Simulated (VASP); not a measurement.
# CdF2 (Fm-3m) in VASP: a series of runs, part 2 of 2

VASP 6.6.1. Earlier steps stand in the parts before.

## 5. Equation of state, PBEsol, 13.30 Å³/atom (volume scaled by 1.02)

The input, INCAR:

```
SYSTEM = CdF2
  ALGO = Normal
  EDIFF = 1E-7
  ENCUT = 520
  GGA = PS
  ISIF = 2
  ISMEAR = -1
  LASPH = .True.
  LCHARG = .False.
  LREAL = .False.
  LWAVE = .False.
  NBANDS = 20
  NELM = 100
  PREC = Accurate
  SIGMA = 0.05
```

The input, KPOINTS:

```
k-points
0
Gamma
  9 9 9
  0 0 0
```

The input, POSCAR:

```
CdF2
1.0
    0.0000000000      2.7118415796      2.7118415796
    2.7118415796      0.0000000000      2.7118415796
    2.7118415796      2.7118415796      0.0000000000
Cd F
1 2
Direct
    0.0000000000      0.0000000000      0.0000000000
    0.7500000000      0.7500000000      0.7500000000
    0.2500000000      0.2500000000      0.2500000000
```

Run with:

```sh
cat potpaw_PBE.64/Cd/POTCAR potpaw_PBE.64/F/POTCAR > POTCAR
mpirun -np 1 vasp_std > vasp.out
```

It took 14 s on 1 thread of Intel Xeon 6975P-C (Granite Rapids), shared host; peak memory 0.17 GiB.

The run converged. Its results:

```
Free energy            : -11.5921 eV
Pressure               : -1.6 GPa
Band gap on the k mesh : 2.87 eV, indirect (least direct gap 3.35 eV)
```

Caveat: the PAW data sets were made with another functional, which shifts forces and pressure a little; an odd mesh through Γ misses points on the zone boundary, where band edges often lie.

## 6. Equation of state, PBEsol, 13.56 Å³/atom (volume scaled by 1.04)

INCAR is that of step 5.

KPOINTS is that of step 5.

The input, POSCAR:

```
CdF2
1.0
    0.0000000000      2.7294514339      2.7294514339
    2.7294514339      0.0000000000      2.7294514339
    2.7294514339      2.7294514339      0.0000000000
Cd F
1 2
Direct
    0.0000000000      0.0000000000      0.0000000000
    0.7500000000      0.7500000000      0.7500000000
    0.2500000000      0.2500000000      0.2500000000
```

Potentials or basis: VASP PAW PBE potentials, release 64 (Cd, F).

Run with:

```sh
cat potpaw_PBE.64/Cd/POTCAR potpaw_PBE.64/F/POTCAR > POTCAR
mpirun -np 1 vasp_std > vasp.out
```

Wall time 14 s (1 thread of Intel Xeon 6975P-C (Granite Rapids), shared host); peak memory 0.17 GiB.

The run converged. Its results:

- Free energy: -11.5813 eV
- Pressure: -3.5 GPa
- Band gap on the k mesh: 2.80 eV, indirect (least direct gap 3.31 eV)

Caveat: the PAW data sets were made with another functional, which shifts forces and pressure a little; an odd mesh through Γ misses points on the zone boundary, where band edges often lie.

## 7. Equation of state, PBEsol, 13.82 Å³/atom (volume scaled by 1.06)

INCAR is that of step 6.

KPOINTS is that of step 6.

The input, POSCAR:

```
CdF2
1.0
    0.0000000000      2.7468369436      2.7468369436
    2.7468369436      0.0000000000      2.7468369436
    2.7468369436      2.7468369436      0.0000000000
Cd F
1 2
Direct
    0.0000000000      0.0000000000      0.0000000000
    0.7500000000      0.7500000000      0.7500000000
    0.2500000000      0.2500000000      0.2500000000
```

Run with:

```sh
cat potpaw_PBE.64/Cd/POTCAR potpaw_PBE.64/F/POTCAR > POTCAR
mpirun -np 1 vasp_std > vasp.out
```

Run time: 14 s. Hardware: 1 thread of Intel Xeon 6975P-C (Granite Rapids), shared host; peak memory 0.18 GiB.

Results (log left out):

```
Free energy            : -11.5618 eV
Pressure               : -5.1 GPa
Band gap on the k mesh : 2.74 eV, indirect (least direct gap 3.27 eV)
```

Caveat: the PAW data sets were made with another functional, which shifts forces and pressure a little; an odd mesh through Γ misses points on the zone boundary, where band edges often lie.

## 8. Equation of state, PBEsol

Potentials or basis: VASP PAW PBE potentials, release 64 (Cd, F).

This step only gathers the single runs of the series.

Results:

```
Equilibrium volume                      : 13.14 Å³/atom
Bulk modulus                            : 108 GPa
Pressure derivative of the bulk modulus : 4.9
```

Energy against volume, from the lowest point:
| volume (Å³/atom) | energy (meV/atom) |
| --- | --- |
| 12.253 | 22.86 |
| 12.513 | 10.78 |
| 12.774 | 3.30 |
| 13.035 | 0.00 |
| 13.295 | 0.31 |
| 13.556 | 3.90 |
| 13.817 | 10.41 |

Caveat: the PAW data sets were made with another functional, which shifts forces and pressure a little. Zero-point motion and thermal expansion aren't in these numbers.

## 9. Equation of state, PBE, 12.25 Å³/atom (volume scaled by 0.94)

The input, INCAR:

```
  PREC = Accurate
  ENCUT = 520
  EDIFF = 1E-7
  ISMEAR = -1
  SIGMA = 0.05
  LREAL = False
  LASPH = True
  NELM = 80
  ALGO = Normal
  ISIF = 2
  LWAVE = False
  LCHARG = False
  GGA = PE
  NBANDS = 20
```

The input, KPOINTS:

```
regular mesh
0
Gamma
  9 9 9
```

The input, POSCAR:

```
CdF2
1.0
    0.0000000000      2.6390049769      2.6390049769
    2.6390049769      0.0000000000      2.6390049769
    2.6390049769      2.6390049769      0.0000000000
Cd F
1 2
Direct
    0.0000000000      0.0000000000      0.0000000000
    0.7500000000      0.7500000000      0.7500000000
    0.2500000000      0.2500000000      0.2500000000
```

Potentials or basis: VASP PAW PBE potentials, release 64 (Cd, F).

Run with:

```sh
cat potpaw_PBE.64/Cd/POTCAR potpaw_PBE.64/F/POTCAR > POTCAR
mpirun -np 1 vasp_std > vasp.out
```

Run time: 16 s. Hardware: 1 thread of Intel Xeon Platinum 8559C (Emerald Rapids), shared host; peak memory 0.16 GiB.

The run converged. Its results:

```yaml
Free_energy: -10.7025 eV
Pressure: 15.0 GPa
Band_gap_on_the_k_mesh: 3.32 eV, indirect (least direct gap 3.70 eV)
```

Caveat: an odd mesh through Γ misses points on the zone boundary, where band edges often lie.

## 10. Equation of state, PBE, 12.51 Å³/atom (volume scaled by 0.96)

The input, INCAR:

```
SYSTEM = CdF2
PREC = Accurate
ENCUT = 520
EDIFF = 1E-7
ISMEAR = -1
SIGMA = 0.05
LREAL = .False.
LASPH = .True.
NELM = 80
ALGO = Normal
ISIF = 2
LWAVE = .False.
LCHARG = .False.
GGA = PE
NBANDS = 20
```

The input, KPOINTS:

```
Automatic mesh
0
Gamma
  9 9 9
  0 0 0
```

The input, POSCAR:

```
CdF2
1.0
    0.0000000000      2.6575901313      2.6575901313
    2.6575901313      0.0000000000      2.6575901313
    2.6575901313      2.6575901313      0.0000000000
Cd F
1 2
Direct
    0.0000000000      0.0000000000      0.0000000000
    0.7500000000      0.7500000000      0.7500000000
    0.2500000000      0.2500000000      0.2500000000
```

Run with:

```sh
cat potpaw_PBE.64/Cd/POTCAR potpaw_PBE.64/F/POTCAR > POTCAR
mpirun -np 1 vasp_std > vasp.out
```

Run time: 16 s. Hardware: 1 thread of Intel Xeon Platinum 8559C (Emerald Rapids), shared host; peak memory 0.16 GiB.

The run converged. Its results:

| Item | Value |
| --- | --- |
| Free energy | -10.7694 eV |
| Pressure | 11.7 GPa |
| Band gap on the k mesh | 3.24 eV, indirect (least direct gap 3.66 eV) |

Caveat: an odd mesh through Γ misses points on the zone boundary, where band edges often lie.

## 11. Equation of state, PBE, 12.77 Å³/atom (volume scaled by 0.98)

The input, INCAR:

```
SYSTEM = CdF2
ALGO = Normal
EDIFF = 1E-7
ENCUT = 520
GGA = PE
ISIF = 2
ISMEAR = -1
LASPH = .TRUE.
LCHARG = .FALSE.
LREAL = .FALSE.
LWAVE = .FALSE.
NBANDS = 20
NELM = 80
PREC = Accurate
SIGMA = 0.05
```

The input, KPOINTS:

```
k-points
0
G
  9 9 9
  0 0 0
```

The input, POSCAR:

```
CdF2
1.0
    0.0000000000      2.6759189183      2.6759189183
    2.6759189183      0.0000000000      2.6759189183
    2.6759189183      2.6759189183      0.0000000000
Cd F
1 2
Direct
    0.0000000000      0.0000000000      0.0000000000
    0.7500000000      0.7500000000      0.7500000000
    0.2500000000      0.2500000000      0.2500000000
```

Run with:

```sh
cat potpaw_PBE.64/Cd/POTCAR potpaw_PBE.64/F/POTCAR > POTCAR
mpirun -np 1 vasp_std > vasp.out
```

Wall time 16 s (1 thread of Intel Xeon Platinum 8559C (Emerald Rapids), shared host); peak memory 0.16 GiB.

Results (log left out):

| Item | Value |
| --- | --- |
| Free energy | -10.8212 eV |
| Pressure | 8.8 GPa |
| Band gap on the k mesh | 3.17 eV, indirect (least direct gap 3.61 eV) |

Caveat: an odd mesh through Γ misses points on the zone boundary, where band edges often lie.

## 12. Equation of state, PBE, 13.30 Å³/atom (volume scaled by 1.02)

The input, INCAR:

```
SYSTEM = CdF2
PREC = Accurate ; ENCUT = 520
EDIFF = 1E-7 ; ISMEAR = -1
SIGMA = 0.05 ; LREAL = .FALSE.
LASPH = .TRUE. ; NELM = 60
ALGO = Normal ; ISIF = 2
LWAVE = .FALSE. ; LCHARG = .FALSE.
GGA = PE ; NBANDS = 20
```

The input, KPOINTS:

```
regular mesh
0
G
  9 9 9
  0 0 0
```

The input, POSCAR:

```
CdF2
1.0
    0.0000000000      2.7118415796      2.7118415796
    2.7118415796      0.0000000000      2.7118415796
    2.7118415796      2.7118415796      0.0000000000
Cd F
1 2
Direct
    0.0000000000      0.0000000000      0.0000000000
    0.7500000000      0.7500000000      0.7500000000
    0.2500000000      0.2500000000      0.2500000000
```

Potentials or basis: VASP PAW PBE potentials, release 64 (Cd, F).

Run with:

```sh
cat potpaw_PBE.64/Cd/POTCAR potpaw_PBE.64/F/POTCAR > POTCAR
mpirun -np 1 vasp_std > vasp.out
```

Wall time 20 s (1 thread of Intel Xeon Platinum 8559C (Emerald Rapids), shared host); peak memory 0.17 GiB.

Results (log left out):

* Free energy: -10.8854 eV
* Pressure: 3.9 GPa
* Band gap on the k mesh: 3.03 eV, indirect (least direct gap 3.52 eV)

Caveat: an odd mesh through Γ misses points on the zone boundary, where band edges often lie.

## 13. Equation of state, PBE, 13.56 Å³/atom (volume scaled by 1.04)

The input, INCAR:

```
  PREC = Accurate
  ENCUT = 520
  EDIFF = 1E-7
  ISMEAR = -1
  SIGMA = 0.05
  LREAL = False
  LASPH = True
  NELM = 80
  ALGO = Normal
  ISIF = 2
  LWAVE = False
  LCHARG = False
  GGA = PE
  NBANDS = 20
```

The input, KPOINTS:

```
Automatic mesh
0
Gamma
  9 9 9
```

The input, POSCAR:

```
CdF2
1.0
    0.0000000000      2.7294514339      2.7294514339
    2.7294514339      0.0000000000      2.7294514339
    2.7294514339      2.7294514339      0.0000000000
Cd F
1 2
Direct
    0.0000000000      0.0000000000      0.0000000000
    0.7500000000      0.7500000000      0.7500000000
    0.2500000000      0.2500000000      0.2500000000
```

Run with:

```sh
cat potpaw_PBE.64/Cd/POTCAR potpaw_PBE.64/F/POTCAR > POTCAR
mpirun -np 1 vasp_std > vasp.out
```

It took 24 s on 1 thread of Intel Xeon Platinum 8559C (Emerald Rapids), shared host; peak memory 0.17 GiB.

It converged, with:

```yaml
Free_energy: -10.9007 eV
Pressure: 1.8 GPa
Band_gap_on_the_k_mesh: 2.96 eV, indirect (least direct gap 3.47 eV)
```

Caveat: an odd mesh through Γ misses points on the zone boundary, where band edges often lie.

## 14. Equation of state, PBE, 13.82 Å³/atom (volume scaled by 1.06)

The input, INCAR:

```
ALGO = Normal ; EDIFF = 1E-7
ENCUT = 520 ; GGA = PE
ISIF = 2 ; ISMEAR = -1
LASPH = T ; LCHARG = F
LREAL = F ; LWAVE = F
NBANDS = 20 ; NELM = 60
PREC = Accurate ; SIGMA = 0.05
```

The input, KPOINTS:

```
k-points
0
Gamma
  9 9 9
```

The input, POSCAR:

```
CdF2
1.0
    0.0000000000      2.7468369436      2.7468369436
    2.7468369436      0.0000000000      2.7468369436
    2.7468369436      2.7468369436      0.0000000000
Cd F
1 2
Direct
    0.0000000000      0.0000000000      0.0000000000
    0.7500000000      0.7500000000      0.7500000000
    0.2500000000      0.2500000000      0.2500000000
```

Run with:

```sh
cat potpaw_PBE.64/Cd/POTCAR potpaw_PBE.64/F/POTCAR > POTCAR
mpirun -np 1 vasp_std > vasp.out
```

Run time: 21 s. Hardware: 1 thread of Intel Xeon Platinum 8559C (Emerald Rapids), shared host; peak memory 0.18 GiB.

Results (log left out):

| Property | Result |
| --- | --- |
| Free energy | -10.9061 eV |
| Pressure | -0.1 GPa |
| Band gap on the k mesh | 2.89 eV, indirect (least direct gap 3.43 eV) |

Caveat: an odd mesh through Γ misses points on the zone boundary, where band edges often lie.

## 15. Equation of state, PBE

Potentials or basis: VASP PAW PBE potentials, release 64 (Cd, F).

No new run: the results of the series are fitted here.

Results:

```yaml
Equilibrium_volume: "13.85 Å³/atom (rough: see the caveat)"
Bulk_modulus: 94 GPa (rough)
```

Energy against volume, from the lowest point:
| volume (Å³/atom) | energy (meV/atom) |
| --- | --- |
| 12.253 | 67.86 |
| 12.513 | 45.56 |
| 12.774 | 28.29 |
| 13.035 | 15.59 |
| 13.295 | 6.89 |
| 13.556 | 1.81 |
| 13.817 | 0.00 |

Caveat: the minimum lies outside the volumes run.
